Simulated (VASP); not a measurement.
Set up this calculation in VASP 6.6.1, as the native input.

* Task: single point
* Functional: PBEsol
* Potentials or basis: VASP PAW PBE potentials, release 64 (Pb_d, S)
* Cutoff: 520 eV
* k mesh: 8 × 8 × 8
* Occupations: gaussian, width 0.05 eV
* Spin: no spin polarisation
* Dipole correction: no
* Further INCAR settings: ALGO = Fast; EDIFF = 1e-06; NBANDS = 17

The structure of PbS lies in POSCAR:

```
PbS
1.0
    3.6191086154      0.0000000000      0.0000000000
    0.0000000000      3.6191086154      0.0000000000
    0.0000000000      0.0000000000      3.6191086154
Pb S
1 1
Direct
    0.0000000000      0.0000000000      0.0000000000
    0.5000000000      0.5000000000      0.5000000000
```

Measurements of this composition are mostly on another form, of space group No. 225.

These files were run (other wordings do the same):

INCAR

```
PREC = Accurate ; ENCUT = 520
EDIFF = 1E-6 ; ISMEAR = 0
SIGMA = 0.05 ; LREAL = False
LASPH = True ; NELM = 100
ALGO = Fast ; ISIF = 2
LWAVE = False ; LCHARG = False
GGA = PS ; NBANDS = 17
```

KPOINTS

```
Automatic mesh
0
Gamma
  8 8 8
```

Potentials or basis: VASP PAW PBE potentials, release 64 (Pb_d, S).

Run with:

```console
$ cat potpaw_PBE.64/Pb_d/POTCAR potpaw_PBE.64/S/POTCAR > POTCAR
$ mpirun -np 1 vasp_std > vasp.out
```

Results of the run:

```json
{
  "Pressure": "-2.1 GPa",
  "Band gap on the k mesh": "none (metal or under the smearing width)"
}
```

Caveat: the PAW data sets were made with another functional, which shifts forces and pressure a little.

Wall time 21 s on 1 thread of Intel(R) Xeon(R) Platinum 8488C (Sapphire Rapids), on a shared host, peak memory 0.16 GiB.
